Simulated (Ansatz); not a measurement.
## Strain and the gap of PbF₂ (fluorite)

PbF₂ built on the fluorite prototype, relaxed with r2SCAN in the PAW code Ansatz. The symmetry is Fm-3m (No. 225, cubic); conventional cell a = 5.921 Å, 17.30 Å³ an atom. Pb has 8 F at 2.56 Å; F has 4 Pb at 2.56 Å.

The axes x, y and z are those of this cell:
```yaml
crystal:
  lattice:
    - [0.00000, 2.96044, 2.96044]
    - [2.96044, 0.00000, 2.96044]
    - [2.96044, 2.96044, 0.00000]
  atoms:
    - { symbol: Pb, position: [0.00000, 0.00000, 0.00000] }
    - { symbol: F, position: [0.25000, 0.25000, 0.25000] }
    - { symbol: F, position: [0.75000, 0.75000, 0.75000] }
```

Unstrained: The PBE gap is indirect, 4.419 eV (W to X), below the direct gap of 4.565 eV at X. With r2SCAN the valence top lies at W and the conduction bottom at X, 4.931 eV higher; the smallest vertical gap, at X, is 5.073 eV. HSE06 gives an indirect gap of 5.727 eV, from W to X; the least direct gap is 5.861 eV at X. Meshes: PBE 8×8×8, r2SCAN 8×8×8, HSE06 6×6×6. Strains are changes of length per length, and xy shears are angles. After each strain the atoms were relaxed again with r2SCAN in this cell and within any symmetry left, so distortions that break it or need a larger cell weren't tested; points keep the names that they have in the unstrained zone. (Simulation; spin polarisation is off.)

Changes of the least gap in eV (an overlap counts as a negative gap):
```json
{"strain": "isotropic -3.0 % on every length", "volume change (%)": "-8.7", "space group": "Fm-3m", "PBE": "-0.042", "r2SCAN": "-0.058", "HSE06": "-0.102", "energy rise, r2SCAN (meV/atom)": "38.0"}
{"strain": "epitaxial -4.0 % in the xy plane, free normal strain +4.38 %", "volume change (%)": "-3.8", "space group": "I4/mmm", "PBE": "-0.309", "r2SCAN": "-0.337", "HSE06": "-0.371", "energy rise, r2SCAN (meV/atom)": "19.4"}
{"strain": "uniaxial +3.0 % along [111]", "volume change (%)": "+3.0", "space group": "R-3m", "PBE": "-0.002", "r2SCAN": "+0.004", "HSE06": "+0.021", "energy rise, r2SCAN (meV/atom)": "4.9"}
{"strain": "uniaxial -1.5 % along z", "volume change (%)": "-1.5", "space group": "I4/mmm", "PBE": "-0.065", "r2SCAN": "-0.071", "HSE06": "-0.080", "energy rise, r2SCAN (meV/atom)": "1.4"}
{"strain": "xy shear, engineering strain (angle) +3.0 %", "volume change (%)": "0.0", "space group": "Immm", "PBE": "-0.006", "r2SCAN": "-0.006", "HSE06": "-0.005", "energy rise, r2SCAN (meV/atom)": "1.1"}
```

Isotropic -3.0 % on every length. HSE06: the gap goes from 5.727 to 5.625 eV (-0.102 eV). Stress change with r2SCAN, compression positive: xx +8.77, yy +8.77, zz +8.77 GPa. For HSE06, dE_g/d ln V = 1.1 eV over this step.

Epitaxial -4.0 % in the xy plane, free normal strain +4.38 %. HSE06: the gap goes from 5.727 to 5.356 eV (-0.371 eV); the edges go from W → X to (0.370, 1/2, -0.130) → X. Stress change with r2SCAN, compression positive: xx +4.50, yy +4.50, zz -0.01 GPa.

Uniaxial +3.0 % along [111], other directions held. HSE06: the gap goes from 5.727 to 5.749 eV (+0.021 eV). Stress change with r2SCAN, compression positive: xx -2.11, yy -2.11, zz -2.11, xy -0.43, xz -0.43, yz -0.43 GPa.

Uniaxial -1.5 % along z, other directions held. HSE06: the gap goes from 5.727 to 5.647 eV (-0.080 eV); the W points, equivalent before, split by 52 meV, and the valence top lies at those like (1/4, -1/4, -1/2); the X points, equivalent before, split by 46 meV, and the conduction bottom lies at those like (1/2, 1/2, 0). Stress change with r2SCAN, compression positive: xx +0.93, yy +0.93, zz +1.74 GPa.

Xy shear, engineering strain (angle) +3.0 %. HSE06: the gap goes from 5.727 to 5.722 eV (-0.005 eV); the edges go from W → X to (1/4, -0.479, -0.219) → X. Stress change with r2SCAN, compression positive: xx +0.01, yy +0.01, zz +0.04, xy -0.70 GPa.

No spin-orbit coupling is included; it can move band edges with weight on the heavy atoms by tenths of an eV.

Where an edge lies off the special points, it is a point of the mesh or the k point where a search put PBE's edge or least direct gap, reused for the other functionals, whose own edges may lie a little apart.

Coordinates of k points refer to the reciprocal vectors of the primitive cell of the runs.

The meshes of the hybrids are coarse, so their gaps aren't converged to the digits shown.
